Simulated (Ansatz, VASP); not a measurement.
# As: VASP beside Ansatz

```
As
1.0
     3.57134    0.00000    0.00000
    -1.78567    3.09287    0.00000
     0.00000    0.00000   28.00000
As
2
Direct
  0.33333 0.66667 0.52496
  0.66667 0.33333 0.47504
```

The cell was built by a generator and needn't be a form met in nature.

Alike in both runs: functional PBE; dispersion D3(BJ); k mesh 9 × 9 × 1; occupations gaussian, width 0.02 eV; no spin polarisation.

Ansatz relaxed the structure, and its values are those at the end. VASP's run is a single point on that final structure, the one shown.

```csv
,VASP,Ansatz
version,VASP 6.6.1,Ansatz 0.2.0
potentials or method,"VASP PAW PBE potentials, release 64 (As)","scalar-relativistic, plane waves, PAW"
plane-wave cutoff (eV),520,420
valence electrons in the cell,10,30
```

Ansatz gave:

| Item | Value |
| --- | --- |
| gap on the k mesh at the Fermi level (eV) | 1.55 |
| least direct gap on the mesh (eV) | 2.05 |
| rms of the force components (eV/Å) | 0.000 |

Q: What did VASP give for the same quantities?

A: gap on the k mesh at the Fermi level (eV): 1.55; least direct gap on the mesh (eV): 2.03; rms of the force components (eV/Å): 0.053.

The two sets of potentials don't hold the same shells in valence.
